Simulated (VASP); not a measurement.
# BN (F-43m) in VASP: notebook, part 2 of 2

VASP 6.6.1. Earlier steps stand in the parts before.

## (4) Dielectric tensor, LDA

This run uses another cell than the first one: it holds 2 atoms, not 8.

File INCAR:

```
SYSTEM = BN
  PREC = Accurate
  ENCUT = 800
  EDIFF = 1E-8
  ISMEAR = 0
  SIGMA = 0.01
  LREAL = .FALSE.
  LASPH = .TRUE.
  NELM = 100
  ALGO = Normal
  ISIF = 2
  LWAVE = .FALSE.
  LCHARG = .FALSE.
  GGA = CA
  LEPSILON = .TRUE.
```

File KPOINTS:

```
Automatic mesh
0
G
  12 12 12
  0 0 0
```

File POSCAR:

```
BN
1.0
    0.0000000000      1.8130010000      1.8130010000
    1.8130010000      0.0000000000      1.8130010000
    1.8130010000      1.8130010000      0.0000000000
N B
1 1
Direct
    0.2500000000      0.2500000000      0.2500000000
    0.0000000000      0.0000000000      0.0000000000
```

Potentials or basis: VASP PAW LDA potentials, release 64 (N, B).

Launch:

```console
cat potpaw_LDA.64/N/POTCAR potpaw_LDA.64/B/POTCAR > POTCAR
mpirun -np 1 vasp_std > vasp.out
```

OUTCAR:

```text
SYSTEM = BN
   PREC = Accurate
   ENCUT = 800
   EDIFF = 1E-8
   ISMEAR = 0
   LREAL = .FALSE.
   LASPH = .TRUE.
   NELM = 100
   ISIF = 2
   GGA = CA
   LEPSILON = .TRUE.

 ion  position               nearest neighbor table
   1  0.250  0.250  0.250-   2 1.57   2 1.57   2 1.57   2 1.57
   2  0.000  0.000  0.000-   1 1.57   1 1.57   1 1.57   1 1.57

  LATTYP: Found a face centered cubic cell.
 ALAT       =     3.6260020000

  Lattice vectors:

 A1 = (   0.0000000000,   1.8130010000,   1.8130010000)
 A2 = (   1.8130010000,   0.0000000000,   1.8130010000)
[... 513 lines left out ...]
 -----------------------------------------------------------------------------
    -0.00045 -1.02711  0.00000
    -1.02711 -0.00045  0.00000
     0.00000  0.00000  0.00033

 MACROSCOPIC STATIC DIELECTRIC TENSOR (including local field effects in DFT)
 ------------------------------------------------------
           4.599309     0.000000     0.000000
          -0.000000     4.599309    -0.000000
           0.000000    -0.000000     4.599309
 ------------------------------------------------------

 PIEZOELECTRIC TENSOR (including local field effects)  for field in x, y, z        (e  Angst)
          XX          YY          ZZ          XY          YZ          ZX
  --------------------------------------------------------------------------------
  x    -0.00000     0.00000     0.00000     0.00000    -0.76451     0.00000
  y    -0.00000    -0.00000    -0.00000     0.00000     0.00000    -0.76451
  z     0.00000     0.00000     0.00000    -0.76451     0.00000     0.00000

 PIEZOELECTRIC TENSOR (including local field effects)  for field in x, y, z        (C/m^2)
          XX          YY          ZZ          XY          YZ          ZX
  --------------------------------------------------------------------------------
  x    -0.00000     0.00000     0.00000     0.00000    -1.02771     0.00000
  y    -0.00000    -0.00000    -0.00000     0.00000     0.00000    -1.02771
  z     0.00000     0.00000     0.00000    -1.02771     0.00000     0.00000

 BORN EFFECTIVE CHARGES (including local field effects) (in |e|, cummulative output)
 ---------------------------------------------------------------------------------
 ion    1
    1    -1.89061     0.00000    -0.00000
    2     0.00000    -1.89061    -0.00000
    3    -0.00000     0.00000    -1.89061
 ion    2
    1     1.89061     0.00000     0.00000
    2    -0.00000     1.89061     0.00000
    3     0.00000    -0.00000     1.89061
```

OSZICAR:

```text
N       E                     dE             d eps       ncg     rms          rms(c)
DAV:   1     0.195535667310E+02    0.19554E+02   -0.65715E+03  1152   0.138E+03
DAV:   2    -0.202638512812E+02   -0.39817E+02   -0.39096E+02  1616   0.200E+02
DAV:   3    -0.205182390870E+02   -0.25439E+00   -0.25439E+00  1376   0.208E+01
[... 14 lines left out ...]
RMM:   3    -0.121347665367E+00    0.23814E-02   -0.11630E-03  6999   0.313E-01    0.348E-01
RMM:   4    -0.125407922496E+00   -0.40603E-02   -0.17481E-03  7097   0.382E-01    0.366E-02
RMM:   5    -0.125871348598E+00   -0.46343E-03   -0.19758E-05  7294   0.442E-02    0.398E-03
RMM:   6    -0.125888560562E+00   -0.17212E-04   -0.10359E-07  7626   0.308E-03    0.204E-03
RMM:   7    -0.125896775980E+00   -0.82154E-05   -0.11173E-08  7583   0.119E-03    0.151E-04
RMM:   8    -0.125897398643E+00   -0.62266E-06   -0.18146E-10  6406   0.103E-04    0.333E-05
RMM:   9    -0.125897394843E+00    0.37998E-08    0.00000E+00  3876   0.327E-05    0.217E-06
```

Run time: 2 min. Hardware: 1 thread of AMD EPYC 9R45 (Zen 5), shared host; peak memory 0.21 GiB.

What came out:

* Band gap on the k mesh: 4.33 eV, indirect (least direct gap 8.64 eV)
* Electronic dielectric tensor (diagonal): 4.60
* Born charges (mean of the diagonal): N -1.89; B +1.89 e

Electronic dielectric tensor:
```
4.60 0.00 0.00
0.00 4.60 0.00
0.00 0.00 4.60
```

Born effective charge tensors (e):
atom 1, N
```
-1.89  0.00  0.00
 0.00 -1.89  0.00
 0.00  0.00 -1.89
```
atom 2, B
```
1.89 0.00 0.00
0.00 1.89 0.00
0.00 0.00 1.89
```

## (5) The reference run

An earlier run on the cell as given: functional PBEsol; potentials or basis VASP PAW PBE potentials, release 64 (N, B); cutoff 520 eV; k mesh 13 × 13 × 13; occupations fermi-dirac, width 0.05 eV; no spin polarisation.

- Pressure: -5.7 GPa
- Band gap on the k mesh: 4.34 eV, indirect (least direct gap 8.72 eV)

## (6) Summary

| task | level | potentials or basis | spin | k mesh | cutoff (eV) | smearing | grid for exact exchange (PRECFOCK) | exchange at q = 0 | ladder | mesh quality | gap on the mesh (eV) | pressure (GPa) |
| --- | --- | --- | --- | --- | --- | --- | --- | --- | --- | --- | --- | --- |
| Born charges and dielectric tensor | revPBE | VASP PAW PBE potentials, release 64 (N, B) | collinear, zero start | 7 × 7 × 7 | 500 | gaussian 0.01 eV | - | - | - | not flagged | 4.47 | - |
| band structure | PBE0 | VASP PAW PBE potentials, release 64 (N, B) | off | 7 × 7 × 7 | 520 | fermi-dirac 0.05 eV | Fast | truncated | - | coarse | 6.80 | -9.0 |
| dielectric tensor | LDA | VASP PAW LDA potentials, release 64 (N, B) | off | 12 × 12 × 12 | 800 | gaussian 0.01 eV | - | - | - | not flagged | 4.33 | - |
| single point | PBEsol | VASP PAW PBE potentials, release 64 (N, B) | off | 13 × 13 × 13 | 520 | fermi-dirac 0.05 eV | - | - | free | not flagged | 4.34 | -5.7 |

Alike in all rows: cell as given.

Caveats: some runs use coarse meshes; the PAW data sets were made with another functional, which shifts forces and pressure a little (some runs); an odd mesh through Γ misses points on the zone boundary, where band edges often lie (some runs); the mesh misses the band edges, which the band path finds closer together (some runs).

Absolute energies hang on the potentials; compare differences alone.

## (7) Comparison with measurements

Step 2. The gap isn't set beside the measured one, since this odd mesh misses points on the zone boundary.

Step 4. Against the measured gap of BN, 6.4 eV (indirect; 300 K; a printed reference work, monograph), the calculated 4.33 eV is off by -2.07 eV. The value is that of LDA on a finite k mesh, which can miss the band edges, without temperature or zero-point motion. Semilocal functionals fall short of measured gaps as a rule. The cell is a database's relaxed one, not the measured one, which moves gaps too.
